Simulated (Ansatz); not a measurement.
# MoS2 (R3m): one cell under locks on the spin (series 3), part 1 of 3

What does it cost to force the spins of MoS2 (R3m) into other sizes and orders? Cell and atoms stay fixed.

Program: Ansatz 0.2.0. Level of theory: DFT LDA+U (U_eff = 3 eV on Mo d), plane waves, PAW. These are calculated values, not measurements.

2 further runs of the same task are left out: 2 that didn't finish.

## Step 1: The starting structure

It takes space group R3m (No. 160, trigonal). Conventional cell: a = 3.163 Å, b = 3.163 Å, c = 18.370 Å, α = 90.00°, β = 90.00°, γ = 120.00°. Around Mo (site symmetry 3m) lie 6 S at 2.36 Å. Around S (site symmetry 3m) lie 3 Mo at 2.36 Å.

As a file:

```
Mo S
1.0
     1.58150   -0.91308   12.24666
    -1.58150   -0.91308   12.24666
     0.00000   -3.65232   12.24666
Mo S
2 4
Direct
  0.00000 0.00000 0.00000
  0.00000 0.00000 0.50000
  0.74840 0.74840 0.62580
  0.58490 0.58490 0.70755
  0.74840 0.74840 0.12580
  0.58490 0.58490 0.20755
```

The runs: total moment held at first, then free, 2.00 μB per cell; ferromagnetic start, free, default search; site moments held (series factor 0.95; the input gives the size); no spin polarisation.

An earlier series on this cell reached its lowest free state from «antiferromagnetic start, free», perhaps among other starts (it ended without moments).

## Step 2: Total moment held at first, then free, 2.00 μB per cell

File input.yaml:

```yaml
crystal:
  lattice:
    - [1.58149989, -0.91307939, 12.24665642]
    - [-1.58149989, -0.91307939, 12.24665642]
    - [0.0, -3.65231756, 12.24665642]
  atoms:
    - { symbol: Mo, position: [0.0, 0.0, 0.0], spin: 1.0 }
    - { symbol: S, position: [0.7484, 0.7484, 0.6258] }
    - { symbol: S, position: [0.5849, 0.5849, 0.70755] }
    - { symbol: Mo, position: [0.0, 0.0, 0.5], spin: 1.0 }
    - { symbol: S, position: [0.7484, 0.7484, 0.1258] }
    - { symbol: S, position: [0.5849, 0.5849, 0.20755] }
basis:
  ecutwfc: 420
  ecutrho_ratio: 4
kpoints:
  mp_grid: { grid: [7, 7, 7] }
hamiltonian:
  xc: lda
  hubbard:
    sites: [{ site: 0, l: d, u_eff: 3.0 }, { site: 3, l: d, u_eff: 3.0 }]
scf:
  occupations: { method: gaussian, width: 0.05 }
  lower_state_search: "off"
  max_iter: 150
output:
  forces: true
  stress: true
  eigenvalues: true
  populations: true
  hubbard: { sites: [{ site: 0, l: d }, { site: 3, l: d }] }
magnetization:
  spin_polarized: true
  initial_magnetization: 2.0
  spin_locking: { lock_magnetization: soft, n_iters: 12 }
```

The lock is temporary (n_iters 12) and is released on the way.

The run is started by

```console
ansatz run input.yaml --threads 4 --pin off --max-ram 6144MiB --backend cpu --events-out ev --progress --plain --runs-dir out
```

The log of the run, cut to the lines that bear on the results:

```text
Warning: output.stress: scf.convergence.dr2_threshold = 1e-7 eV (the SCF's general default) is looser than the 6e-10 eV advised for a printed stress (1e-10 eV for each atom of the cell: 6). What an SCF threshold leaves in a stress goes as its square root, and in the free energy as the [...]
Warning: RAYON_NUM_THREADS=4 ignored (pool sized by the plan → 4); use --threads N
[...]
Mo: projections on atomic orbitals take those of the free atom [Ar 3d10] 4s2 4p6 4d5 5s1, of charge +0.00 (hamiltonian.pseudopotentials.projection_atoms); the dataset's partial waves leave at most 6.0e-6 of an orbital's norm unspanned inside its sphere
S: projections on atomic orbitals take those of the free atom [Ne] 3s2 3p4, of charge +0.00 (hamiltonian.pseudopotentials.projection_atoms); the dataset's partial waves leave at most 1.6e-7 of an orbital's norm unspanned inside its sphere
[...]
Pseudopotentials: kind: paw
Pseudopotential: Mo, paw, valence charge 14, recommended cutoff 420 eV (normal), Mo.paw.azcp
[...]
WARN: the starting moments were not kept: the SCF closed with an absolute magnetisation of 1.7e-5 μB, where they sum to 2 μB in size (2 sites). That is at most 0.1 of that sum. Measured as dr2_m measures the in/out step, that magnetisation stands 3.0e-11 eV from none, at or under the [...]
Occupation matrices written to <dir>
--- Löwdin populations: 6 sites ---
  site symbol       q [e]    m [muB]
     0     Mo     13.7425     0.0000
     1      S      6.0233    -0.0000
     2      S      6.0267    -0.0000
     3     Mo     13.7425     0.0000
     4      S      6.0233    -0.0000
     5      S      6.0267    -0.0000
  spilling = 0.007978 (of n_electrons = 52.000000)
--- Occupation matrices: 2 shells (run DFT+U table (all-electron-ortho-atomic); ε = 7.90e-4) ---
  Mo0 d_4D: site group C3v (3m)
  Mo0 d_4D up     Tr n = 2.6220  λ = 0.475 0.475 0.534 0.534 0.603  [2× xz 0.50 E(1.00) | 2× x2-y2 0.50 E(1.00) | z2 1.00 A1(1.00)]
  Mo0 d_4D dn     Tr n = 2.6220  λ = 0.475 0.475 0.534 0.534 0.603  [2× xz 0.50 E(1.00) | 2× x2-y2 0.50 E(1.00) | z2 1.00 A1(1.00)]
  Mo3 d_4D: site group C3v (3m)
  Mo3 d_4D up     Tr n = 2.6220  λ = 0.475 0.475 0.534 0.534 0.603  [2× xz 0.50 E(1.00) | 2× x2-y2 0.50 E(1.00) | z2 1.00 A1(1.00)]
  Mo3 d_4D dn     Tr n = 2.6220  λ = 0.475 0.475 0.534 0.534 0.603  [2× xz 0.50 E(1.00) | 2× x2-y2 0.50 E(1.00) | z2 1.00 A1(1.00)]
  Tr n, λ and their labels are of the run-group-symmetrised matrices; stabiliser: 24 of 24 elements of G0×{1,Θ} (closed), max defect 7.5e-6 at τ = 1.7e-4
```

Run time: 16 s. Hardware: 4 threads of Arm Neoverse V2, shared host; peak memory 0.58 GiB.

Result: a gap on the mesh of 0.84 eV, pressure 1.3 GPa, no moment over 0.05 μB in any sphere, largest force component 0.81 eV/Å, 12 symmetry operations imposed.

How the shells are filled (orbitals counted by the eigenvalues of the occupation matrices):

```csv
shell,channel,electrons,over 0.8,0.2 to 0.8,under 0.2
Mo 4d (atom 1),up,2.62,0,5,0
Mo 4d (atom 1),down,2.62,0,5,0
```

## Step 3: Ferromagnetic start, free, default search

Edit input.yaml of step 2 so:

```diff
@@ -6,6 +6,6 @@
   atoms:
-    - { symbol: Mo, position: [0.0, 0.0, 0.0], spin: 1.0 }
+    - { symbol: Mo, position: [0.0, 0.0, 0.0], spin: 2.0 }
     - { symbol: S, position: [0.7484, 0.7484, 0.6258] }
     - { symbol: S, position: [0.5849, 0.5849, 0.70755] }
-    - { symbol: Mo, position: [0.0, 0.0, 0.5], spin: 1.0 }
+    - { symbol: Mo, position: [0.0, 0.0, 0.5], spin: 2.0 }
     - { symbol: S, position: [0.7484, 0.7484, 0.1258] }
@@ -23,4 +23,2 @@
   occupations: { method: gaussian, width: 0.05 }
-  lower_state_search: "off"
-  max_iter: 150
 output:
@@ -33,3 +31 @@
   spin_polarized: true
-  initial_magnetization: 2.0
-  spin_locking: { lock_magnetization: soft, n_iters: 12 }
```

The run is started by

```console
ansatz run input.yaml --threads 4 --pin off --max-ram 6144MiB --backend cpu --events-out ev --progress --plain --runs-dir out
```

The log of the run, cut to the lines that bear on the results:

```text
Warning: RAYON_NUM_THREADS=4 ignored (pool sized by the plan → 4); use --threads N
[...]
Mo: projections on atomic orbitals take those of the free atom [Ar 3d10] 4s2 4p6 4d5 5s1, of charge +0.00 (hamiltonian.pseudopotentials.projection_atoms); the dataset's partial waves leave at most 6.0e-6 of an orbital's norm unspanned inside its sphere
S: projections on atomic orbitals take those of the free atom [Ne] 3s2 3p4, of charge +0.00 (hamiltonian.pseudopotentials.projection_atoms); the dataset's partial waves leave at most 1.6e-7 of an orbital's norm unspanned inside its sphere
[...]
[... 1 set-up line as earlier in the session ...]
[...]
WARN: the starting moments were not kept: the SCF closed with an absolute magnetisation of 5.8e-6 μB, where they sum to 4 μB in size (2 sites). That is at most 0.1 of that sum. Measured as dr2_m measures the in/out step, that magnetisation stands 4.3e-12 eV from none, at or under the [...]
  Mo0 d_4D: site group C3v (3m)
  Mo0 d_4D up     Tr n = 2.6220  λ = 0.475 0.475 0.534 0.534 0.603  [2× xz 0.50 E(1.00) | 2× x2-y2 0.50 E(1.00) | z2 1.00 A1(1.00)]
  Mo0 d_4D dn     Tr n = 2.6220  λ = 0.475 0.475 0.534 0.534 0.603  [2× xz 0.50 E(1.00) | 2× x2-y2 0.50 E(1.00) | z2 1.00 A1(1.00)]
  Mo3 d_4D: site group C3v (3m)
  Mo3 d_4D up     Tr n = 2.6220  λ = 0.475 0.475 0.534 0.534 0.603  [2× xz 0.50 E(1.00) | 2× x2-y2 0.50 E(1.00) | z2 1.00 A1(1.00)]
  Mo3 d_4D dn     Tr n = 2.6220  λ = 0.475 0.475 0.534 0.534 0.603  [2× xz 0.50 E(1.00) | 2× x2-y2 0.50 E(1.00) | z2 1.00 A1(1.00)]
  Tr n, λ and their labels are of the run-group-symmetrised matrices; stabiliser: 24 of 24 elements of G0×{1,Θ} (closed), max defect 3.0e-6 at τ = 8.5e-5
```

It took 13 s on 4 threads of Arm Neoverse V2, shared host; peak memory 0.59 GiB.

End state: a gap on the mesh of 0.84 eV, pressure 1.3 GPa, no moment over 0.05 μB in any sphere, largest force component 0.81 eV/Å, 12 symmetry operations imposed.

The shells' filling, with natural orbitals sorted by occupation:

```csv
shell,channel,electrons,over 0.8,0.2 to 0.8,under 0.2
Mo 4d (atom 1),up,2.62,0,5,0
Mo 4d (atom 1),down,2.62,0,5,0
```

(Continued in part 2 of 3.)
